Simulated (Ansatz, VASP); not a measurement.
# ZnS2: VASP beside Ansatz

Wanted: the spread between two codes on one cell, functional and k mesh. The cell is taken from a series of runs on this material, whose earlier steps may have relaxed, scaled, displaced or heated it; both programs get it as it stands.

Program: Ansatz 0.2.0. Level of theory: plane waves, with VASP 6.6.1 beside it; G0W0 gap at HSE06. Results are calculated unless marked as measured.

## Step 1: Starting point

The structure is cubic, space group Pa-3 (No. 205). Conventional cell: a = 5.945 Å, b = 5.945 Å, c = 5.945 Å, α = 90.00°, β = 90.00°, γ = 90.00°. Zn has 6 S at 2.52 Å nearest. S has 1 S at 2.06 Å and 3 Zn at 2.52 Å nearest. Farther neighbours and most contacts between anions are not listed.

## Step 2: VASP: G0W0 gap, HSE06

Quasiparticle shifts depend on high empty states and on the cores, so they are the hardest test of two PAW sets.

Lines of VASP's logs that name or quote its potential files are left out, and so is its time.

The run reads the wave functions of an earlier VASP run, which isn't shown here.

Input file INCAR:

```
SYSTEM = ZnS2
PREC = Accurate
ENCUT = 430
ISMEAR = 0
SIGMA = 0.01
LREAL = .FALSE.
LHFCALC = .TRUE.
AEXX = 0.25
GGA = PE
HFSCREEN = 0.2
LASPH = .TRUE.
NBANDS = 512
PRECFOCK = Fast
ALGO = EVGW0
NELMGW = 1
ENCUTGW = 96
NOMEGA = 64
NBANDSGW = 72
LWAVE = .FALSE.
LCHARG = .FALSE.
```

Input file POSCAR:

```
ZnS2
1.0
    5.9454304600      0.0000000000      0.0000000000
    0.0000000000      5.9454304600      0.0000000000
    0.0000000000      0.0000000000      5.9454304600
Zn S
4 8
Direct
    0.5000000000      0.5000000000      0.0000000000
    0.5000000000      0.0000000000      0.5000000000
    0.0000000000      0.5000000000      0.5000000000
    0.0000000000      0.0000000000      0.0000000000
    0.1002463900      0.8997536100      0.3997536100
    0.8997536100      0.3997536100      0.1002463900
    0.3997536100      0.1002463900      0.8997536100
    0.6002463900      0.6002463900      0.6002463900
    0.8997536100      0.1002463900      0.6002463900
    0.1002463900      0.6002463900      0.8997536100
    0.6002463900      0.8997536100      0.1002463900
    0.3997536100      0.3997536100      0.3997536100
```

Input file KPOINTS:

```
Automatic mesh
0
Gamma
2 2 2
0 0 0
```

Potentials, in the order of the species: Zn_sv_GW and S_GW (PBE family, release 64).

On the command line:

```console
$ export OMP_NUM_THREADS=4
$ mpirun -np 1 vasp_std
```

Numbers of over 12 decimals in the logs are rounded to 6 here.

The log of the run:

```text
[banner, memory and clock lines left out]
running    1 mpi-ranks, on    1 nodes
 distrk:  each k-point on    1 cores,    1 groups
 distr:  one band on    1 cores,    1 groups
 Offloading initialized ...    1 GPUs detected
 POSCAR found type information on POSCAR ZnS
 POSCAR found :  2 types and      12 ions
|                                                                             |
|           W    W    AA    RRRRR   N    N  II  N    N   GGGG   !!!           |
|           W    W   A  A   R    R  NN   N  II  NN   N  G    G  !!!           |
|           W    W  A    A  R    R  N N  N  II  N N  N  G       !!!           |
|           W WW W  AAAAAA  RRRRR   N  N N  II  N  N N  G  GGG   !            |
|           WW  WW  A    A  R   R   N   NN  II  N   NN  G    G                |
|           W    W  A    A  R    R  N    N  II  N    N   GGGG   !!!           |
|                                                                             |
|     The default for ENCUTGWSOFT is different in this version of VASP.       |
|     please manually set ENCUTGWSOFT =96 in the INCAR file.                  |
|                                                                             |

 LDA part: xc-table for (Slater+PW92), standard interpolation
 found WAVECAR, reading the header
 POSCAR, INCAR and KPOINTS ok, starting setup
 FFT: planning ... GRIDC
 FFT: planning ... GRID_SOFT
 FFT: planning ... GRID
 reading WAVECAR
 the WAVECAR file was read successfully
 initial charge from wavefunction
 available memory per node:   1597.69 GB, setting MAXMEM to   1636033

 The Fermi energy was updated, please check that it is located mid-gap
 values below the HOMO (VB) or above the LUMO (CB) will cause erroneous energies
 E-fermi :   6.5859

 calculate exact exchange contribution
 the WAVEDER file was read successfully
|                                                                             |
|           W    W    AA    RRRRR   N    N  II  N    N   GGGG   !!!           |
|           W    W   A  A   R    R  NN   N  II  NN   N  G    G  !!!           |
|           W    W  A    A  R    R  N N  N  II  N N  N  G       !!!           |
|           W WW W  AAAAAA  RRRRR   N  N N  II  N  N N  G  GGG   !            |
|           WW  WW  A    A  R   R   N   NN  II  N   NN  G    G                |
|           W    W  A    A  R    R  N    N  II  N    N   GGGG   !!!           |
|                                                                             |
|     Automatic setting of frequency mesh for GW failed. Frequency mesh       |
|     properly not suitable for determining QP energies. Consider             |
|     increasing number of kpoints.                                           |
|                                                                             |

energies w=
    0.000    0.000    1.395    0.000    2.786    0.000    4.172    0.000
    5.550    0.000    6.916    0.000    8.271    0.000    9.610    0.000
   10.934    0.000   12.242    0.000   13.533    0.000   14.806    0.000
   16.062    0.000   17.303    0.000   18.528    0.000   19.738    0.000
   20.935    0.000   22.121    0.000   23.297    0.000   24.465    0.000
   25.627    0.000   26.784    0.000   27.940    0.000   29.097    0.000
   30.256    0.000   31.421    0.000   32.594    0.000   33.778    0.000
   34.976    0.000   36.192    0.000   37.429    0.000   38.690    0.000
   39.981    0.000   41.304    0.000   42.666    0.000   44.072    0.000
   45.527    0.000   47.039    0.000   48.614    0.000   50.262    0.000
   51.992    0.000   53.816    0.000   55.744    0.000   57.794    0.000
   59.980    0.000   62.324    0.000   64.849    0.000   67.582    0.000
   70.558    0.000   73.815    0.000   77.405    0.000   81.386    0.000
   85.835    0.000   90.845    0.000   96.538    0.000  103.070    0.000
  110.650    0.000  119.554    0.000  130.169    0.000  143.040    0.000
  158.968    0.000  179.181    0.000  205.650    0.000  241.773    0.000
 responsefunction array rank=     468
 LDA part: xc-table for (Slater+PW92), standard interpolation

 min. memory requirement per mpi rank    918.2 MB, per node    918.2 MB

 allocating  64 responsefunctions rank=   468
 shmem allocating  64 responsefunctions rank=   468
 response function shared by NCSHMEM nodes    1
 Doing            64  frequencies on each core in blocks of            64
NQ=   1    0.0000    0.0000    0.0000,
|.........|.........|.........|.........|.........|.........|.........|.........
 performed        753000 updates of chi_q(r,r)
 total number of BLAS operations       1281.36 Gflops
NQ=   2    0.5000    0.0000    0.0000,
|.........|.........|.........|.........|.........|.........|.........|.........
 performed       1801000 updates of chi_q(r,r)
 total number of BLAS operations       3102.99 Gflops
NQ=   3    0.5000    0.5000    0.0000,
|.........|.........|.........|.........|.........|.........|.........|.........
 performed       2849000 updates of chi_q(r,r)
 total number of BLAS operations       4940.30 Gflops
NQ=   4    0.5000    0.5000    0.5000,
|.........|.........|.........|.........|.........|.........|.........|.........
 performed       3602000 updates of chi_q(r,r)
 total number of BLAS operations       6065.51 Gflops
 resolving degeneracies of screened two electron integrals

 calculate QP shifts <psi_nk| G(iteration)W_0 |psi_nk>: iteration 1
 entering main loop
```

Parts of OUTCAR (step 2):

```text
ion  position               nearest neighbor table
   1  0.500  0.500  0.000-   8 2.52  12 2.52   6 2.52  10 2.52  11 2.52   7 2.52
   2  0.500  0.000  0.500-   7 2.52  11 2.52   8 2.52   9 2.52   5 2.52  12 2.52
   3  0.000  0.500  0.500-   6 2.52  10 2.52   8 2.52   9 2.52   5 2.52  12 2.52
   4  0.000  0.000  0.000-   5 2.52   9 2.52   7 2.52   6 2.52  10 2.52  11 2.52
   5  0.100  0.900  0.400-   9 2.06   4 2.52   2 2.52   3 2.52
   6  0.900  0.400  0.100-  10 2.06   3 2.52   4 2.52   1 2.52
   7  0.400  0.100  0.900-  11 2.06   2 2.52   4 2.52   1 2.52
   8  0.600  0.600  0.600-  12 2.06   1 2.52   3 2.52   2 2.52
   9  0.900  0.100  0.600-   5 2.06   4 2.52   2 2.52   3 2.52
  10  0.100  0.600  0.900-   6 2.06   3 2.52   4 2.52   1 2.52
  11  0.600  0.900  0.100-   7 2.06   2 2.52   4 2.52   1 2.52
  12  0.400  0.400  0.400-   8 2.06   1 2.52   3 2.52   2 2.52

  LATTYP: Found a simple cubic cell.
 ALAT       =     5.9454304600

 Subroutine GETGRP returns: Found 24 space group operations
 (whereof  6 operations were pure point group operations)

The static configuration has the point symmetry S_6 .
 The point group associated with its full space group is T_h .

 Found      4 irreducible k-points:

   k-points           NKPTS =      4   k-points in BZ     NKDIM =      8   number of bands    NBANDS=    512

   dimension x,y,z NGX =    40 NGY =   40 NGZ =   40
   dimension x,y,z NGXF=    80 NGYF=   80 NGZF=   80

   ENCUT  =  430.0 eV  31.60 Ry    5.62 a.u.  10.05 10.05 10.05*2*pi/ulx,y,z

   NELECT =     128.0000    total number of electrons

  energy-cutoff  :      430.00
  volume of cell :      210.16
      direct lattice vectors                 reciprocal lattice vectors
     5.945430460  0.000000000  0.000000000     0.168196400  0.000000000  0.000000000
     0.000000000  5.945430460  0.000000000     0.000000000  0.168196400  0.000000000
     0.000000000  0.000000000  5.945430460     0.000000000  0.000000000  0.168196400

 k-points in reciprocal lattice and weights: Automatic mesh
   0.00000000  0.00000000  0.00000000       0.125
   0.50000000  0.00000000  0.00000000       0.375
   0.50000000  0.50000000  0.00000000       0.375
   0.50000000  0.50000000  0.50000000       0.125

 E-fermi :   6.5859

 QP shifts <psi_nk| G(iteration)W_0 |psi_nk>: iteration 1
 for sc-GW calculations column KS-energies equals QP-energies in previous step
 and V_xc(KS)=  KS-energies - (<T + V_ion + V_H > + <T+V_H+V_ion>^1  + <V_x>^1)
 k-point   1 :       0.0000    0.0000    0.0000
  band No.  KS-energies  QP-energies   sigma(KS)   V_xc(KS)     V^pw_x(r,r')   Z            occupation Imag(sigma)
    ...
     61       4.3801       4.1934     -15.7125     -15.4800     -17.8642       0.8030       2.0000       0.3533
     62       4.3801       4.1934     -15.7125     -15.4800     -17.8642       0.8030       2.0000       0.3533
     63       5.1214       4.9708     -16.1231     -15.9363     -18.2323       0.8060       2.0000       0.3368
     64       5.1214       4.9708     -16.1231     -15.9363     -18.2323       0.8060       2.0000       0.3368
     65       8.0505       8.5355     -10.4618     -11.0610      -6.6148       0.8096       0.0000      -0.4132
     66       8.8095       9.2920     -11.7262     -12.3192      -7.6482       0.8136       0.0000      -0.4035
     67       9.3063       9.8795     -11.6055     -12.3216      -7.4594       0.8005       0.0000      -0.4844
     68       9.3063       9.8795     -11.6055     -12.3216      -7.4594       0.8005       0.0000      -0.4844
    ...

 k-point   2 :       0.5000    0.0000    0.0000
  band No.  KS-energies  QP-energies   sigma(KS)   V_xc(KS)     V^pw_x(r,r')   Z            occupation Imag(sigma)
    ...
     61       3.2467       3.0709     -15.2917     -15.0723     -17.6010       0.8013       2.0000       0.3994
     62       3.2467       3.0709     -15.2917     -15.0723     -17.6010       0.8013       2.0000       0.3994
     63       4.9173       4.7668     -15.7831     -15.5963     -17.8465       0.8057       2.0000       0.3367
     64       4.9173       4.7668     -15.7831     -15.5963     -17.8465       0.8057       2.0000       0.3367
     65       8.2424       8.7202     -11.2060     -11.7956      -7.3713       0.8103       0.0000      -0.4051
     66       8.2424       8.7202     -11.2060     -11.7956      -7.3713       0.8103       0.0000      -0.4051
     67       8.2786       8.7483     -11.0861     -11.6661      -7.2773       0.8098       0.0000      -0.4049
     68       8.2786       8.7483     -11.0861     -11.6661      -7.2773       0.8098       0.0000      -0.4049
    ...

 k-point   3 :       0.5000    0.5000    0.0000
  band No.  KS-energies  QP-energies   sigma(KS)   V_xc(KS)     V^pw_x(r,r')   Z            occupation Imag(sigma)
    ...
     61       3.4144       3.2334     -15.2645     -15.0389     -17.5204       0.8024       2.0000       0.3906
     62       3.4144       3.2334     -15.2645     -15.0389     -17.5204       0.8024       2.0000       0.3906
     63       3.4144       3.2334     -15.2645     -15.0389     -17.5204       0.8024       2.0000       0.3906
     64       3.4144       3.2334     -15.2645     -15.0389     -17.5204       0.8024       2.0000       0.3906
     65       8.1019       8.5634     -11.0549     -11.6216      -7.2648       0.8144       0.0000      -0.3911
     66       8.1019       8.5634     -11.0549     -11.6216      -7.2648       0.8144       0.0000      -0.3911
     67       8.1019       8.5634     -11.0549     -11.6216      -7.2648       0.8144       0.0000      -0.3911
     68       8.1019       8.5634     -11.0549     -11.6216      -7.2648       0.8144       0.0000      -0.3911
    ...

 k-point   4 :       0.5000    0.5000    0.5000
  band No.  KS-energies  QP-energies   sigma(KS)   V_xc(KS)     V^pw_x(r,r')   Z            occupation Imag(sigma)
    ...
     61       2.7133       2.4919     -13.6868     -13.4109     -15.8976       0.8023       2.0000       0.4276
     62       2.7133       2.4919     -13.6868     -13.4109     -15.8976       0.8023       2.0000       0.4276
     63       2.7133       2.4919     -13.6868     -13.4109     -15.8976       0.8023       2.0000       0.4276
     64       2.7133       2.4919     -13.6868     -13.4109     -15.8976       0.8023       2.0000       0.4276
     65       8.3148       8.7744     -11.1400     -11.7044      -7.3513       0.8143       0.0000      -0.3888
     66       8.3148       8.7744     -11.1400     -11.7044      -7.3513       0.8143       0.0000      -0.3888
     67       8.3148       8.7744     -11.1400     -11.7044      -7.3513       0.8143       0.0000      -0.3888
     68       8.3148       8.7744     -11.1400     -11.7044      -7.3513       0.8143       0.0000      -0.3888
    ...
```

(Part 1 of 2 ends here.)

[Lines on the potential files, build, host, timing and source positions are cut from VASP's logs without a mark.]

[Logs are printed without paths, hosts, clocks, repeated set-up lines and the standing remarks that a program may print on its own settings, such as how far it seeks lower states.]

[Hosts, paths, dates, database ids (printed as entryN), source tags and the programs' standing remarks are cut or masked in the printed files.]
